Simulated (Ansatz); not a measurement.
# TiSi2: further runs on the relaxed cell

The task here is to estimate one member of a computed series from the others.

Computed with Ansatz 0.2.0 (DFT PBE, scalar-relativistic, plane waves, PAW, unless a step's input says otherwise).

1 further run of the same task is left out (set aside as unsound or not needed).

## The system as given

The structure is orthorhombic, space group Fddd (No. 70). The conventional cell has a = 4.808 Å, b = 8.270 Å, c = 8.559 Å, α = 90.00°, β = 90.00°, γ = 90.00°. Ti (site symmetry 222) is surrounded by 10 Si at 2.56 to 2.79 Å. Si (site symmetry 2) has 5 Si at 2.53 to 2.80 Å and 5 Ti at 2.56 to 2.79 Å in its first shell of neighbours.

As a file:

```cif
data_structure
_symmetry_space_group_name_H-M 'P 1'
_symmetry_Int_Tables_number 1
_cell_length_a 5.9510
_cell_length_b 4.9085
_cell_length_c 4.7831
_cell_angle_alpha 75.752
_cell_angle_beta 53.077
_cell_angle_gamma 51.171
_cell_volume 85.08
loop_
_atom_site_label
_atom_site_type_symbol
_atom_site_fract_x
_atom_site_fract_y
_atom_site_fract_z
_atom_site_occupancy
Ti1 Ti 0.75000 0.75000 0.75000 1
Ti2 Ti 0.50000 0.50000 0.50000 1
Si1 Si 0.08682 0.41318 0.08682 1
Si2 Si 0.41318 0.08682 0.41318 1
Si3 Si 0.16318 0.83682 0.16318 1
Si4 Si 0.83682 0.16318 0.83682 1
```

This cell was relaxed beforehand with the same method: volume 14.18 Å³/atom, gap on the mesh none (metal).

The first run:

The input, input.yaml:

```yaml
crystal:
  lattice:
    - [0.0, 4.1351811263, 4.279597607]
    - [2.4038689094, 0.0, 4.279597607]
    - [2.4038689094, 4.1351811263, 0.0]
  atoms:
    - { symbol: Ti, position: [0.75, 0.75, 0.75] }
    - { symbol: Ti, position: [0.5, 0.5, 0.5] }
    - { symbol: Si, position: [0.0868244591, 0.4131755409, 0.0868244591] }
    - { symbol: Si, position: [0.4131755409, 0.0868244591, 0.4131755409] }
    - { symbol: Si, position: [0.1631755409, 0.8368244591, 0.1631755409] }
    - { symbol: Si, position: [0.8368244591, 0.1631755409, 0.8368244591] }
basis:
  ecutwfc: 420
kpoints:
  mp_grid: { grid: [10, 10, 10] }
  band_path:
    path:
      - [[0.0, 0.0, 0.0], [0.5, 0.0, 0.5], [1.0, 0.5, 0.5], [0.5, 0.5, 0.0], [0.0, 0.0, 0.0], [0.0, 0.41336158, 0.41336158]]
      - [[1.0, 0.58663842, 0.58663842], [1.0, 0.5, 0.5]]
      - [[0.5, 0.0, 0.5], [0.5, 0.24439435, 0.74439435]]
      - [[0.5, 0.75560565, 0.25560565], [0.5, 0.5, 0.0]]
    npoints: 14
hamiltonian:
  xc: pbe
scf:
  occupations: { method: gaussian, width: 0.1 }
  n_extra_bands: 15
output:
  forces: true
  stress: true
  eigenvalues: true
  populations: true
  dos: { projected: true, de: 0.02, nscf_kmesh: { grid: [15, 15, 15] } }
  bader: true
```

On the command line:

```bash
$ ansatz run input.yaml --threads 2 --pin off --max-ram 5120MiB --backend cpu --events-out ev --progress --plain --runs-dir out
```

Steps of the session up to this table: Static run: bands, density of states and charges; Volume × 0.97; Point at V/V0 = 1.03; Volume × 0.94; The cell scaled to 1.06 of its volume.

One of the session's tables, all rows but one given; the rest of the session is left out.

It belongs to the step «Fit of the equation of state». 

```
volume (Å³/atom)  energy above the lowest point (meV/atom)  pressure (GPa)
          13.330                                      24.8            9.89
          13.755                                         ?               ?
          14.180                                       0.0            0.00
          14.606                                       5.3           -3.87
          15.031                                      20.0           -7.16
```

**Question.** Estimate the row for volume (Å³/atom) = 13.755.

Worked estimate for «energy above the lowest point (meV/atom)». A straight line through the neighbours (13.330, 24.8) and (14.180, 0.0) gives 24.8 + (0.0 − 24.8) × (13.755 − 13.330) / (14.180 − 13.330) = 12.4; a parabola fitted to 3 rows on both sides gives 6.5.

**Answer.** energy above the lowest point (meV/atom): 5.9; pressure (GPa): 4.55. In «energy above the lowest point (meV/atom)» the line misses by +6.5 and the parabola by +0.6.
